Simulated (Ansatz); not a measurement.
## HfB: what symmetry allows forces and stress to be

```
Hf B
1.0
     0.00000    2.21049    2.27979
     2.21049    0.00000    2.27979
     2.21049    2.21049    0.00000
Hf B
1 1
Direct
  0.51299 0.51299 0.48701
  0.98701 0.98701 0.01299
```

Theory: DFT PBEsol, scalar-relativistic, plane waves, PAW (Ansatz).

Settings: cutoff 420 eV, Γ-centred mesh 14×14×14 on the computed 2-atom cell, Gaussian smearing of 0.10 eV; no spin polarisation.

This distorted cell has space group I4mm, with 8 operations.

Q: Without a calculation: in which directions can each atom feel a force?

A: A force must be left unchanged by every operation that keeps its atom in place, so it lies in the space that those operations leave fixed. Atoms that the group maps onto each other feel forces of one size.
| atom | site symmetry | operations at the site | equivalent to atom | allowed force (Cartesian) |
| --- | --- | --- | --- | --- |
| Hf1 | 4mm | 8 | 1 | along (0.00, 0.00, 1.00) |
| B2 | 4mm | 8 | 2 | along (0.00, 0.00, 1.00) |

That leaves 2 independent force components of 6, tied by 1 condition that the forces sum to zero, so 1 remains. A relaxation in this cell that keeps the symmetry moves the atoms in these directions alone.

Q: And the stress tensor?

A: It must be invariant under the point group, which leaves 2 independent components: yz, xz, xy vanish; xx = yy.

Q: Do the computed values obey this?

A: Yes. Forces (eV/Å):
```
Hf1  0.000  0.000 -1.434
B2   0.000  0.000  1.434
```

Stress (GPa, compression positive, xx yy zz yz xz xy): 61.50 61.50 46.82 0.00 0.00 0.00. The program imposes the same operations on density, forces and stress, so this confirms the analysis and is no independent test of the calculation.

Spin–orbit coupling is left out, which can shift energies with elements as heavy as these.